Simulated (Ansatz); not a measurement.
Notes on MoS₂

```
CELL_PARAMETERS angstrom
1.56372 0.90281 6.04703
-1.56372 0.90281 6.04703
0.00000 -1.80563 6.04703
ATOMIC_POSITIONS crystal
Mo 0.00000 0.00000 0.00000
S 0.25000 0.25000 0.25000
S 0.41700 0.41700 0.41700
```

Level: r2SCAN, no spin polarisation; 500 eV; 9×9×9 Γ-centred mesh; methfessel-paxton occupations (width 0.0294 eV); Ansatz 0.2.0, fixed geometry.

Task: Where is the largest force?

Result: The largest is on S2: 1.15 eV/Å, components (0.00, 0.00, -1.15). It makes 130° with the line to a nearest neighbour, Mo1 at 2.35 Å.

Task: Is there a gap, and of what kind?

Result: The gap is 0.90 eV, indirect (the least direct gap found is 1.87 eV).

Task: Which orbitals make up the band edges?

Result: Within 0.7 eV of the edges, the states project mainly on Mo d (52 %) and S p (42 %) below the gap and on Mo d (68 %) and S p (27 %) above it.

Task: Which element gives electrons and which takes them?

Result: Bader charges in e: Mo +1.31, S -0.65. In the mean Mo gives up most and S takes most.

Task: Is it stable against the elements?

Result: -0.94 eV an atom against the elements' usual phases (free molecules for gases, crystals otherwise, with no correction for O₂ or N₂), so it is bound against them; other compounds may still compete. Relaxing would lower it.

Task: Describe some of the short contacts.

Result: Mo–S at 2.35 Å: least valence density 0.67 e/Å³ and ELF 0.46 there. Both are smooth PAW fields, read partly inside the augmentation spheres.

Task: Is the cell too large or too small?

Result: The pressure is 11.1 GPa (compression positive), so with the atoms held at these fractions the cell would first expand; the forces are large, so a full relaxation may end otherwise. The principal stresses 10.2, 10.2, 13.0 GPa differ, so its shape would change too.

Origin: a database entry at a rescaled volume. Caveats: atoms or cell far from equilibrium.
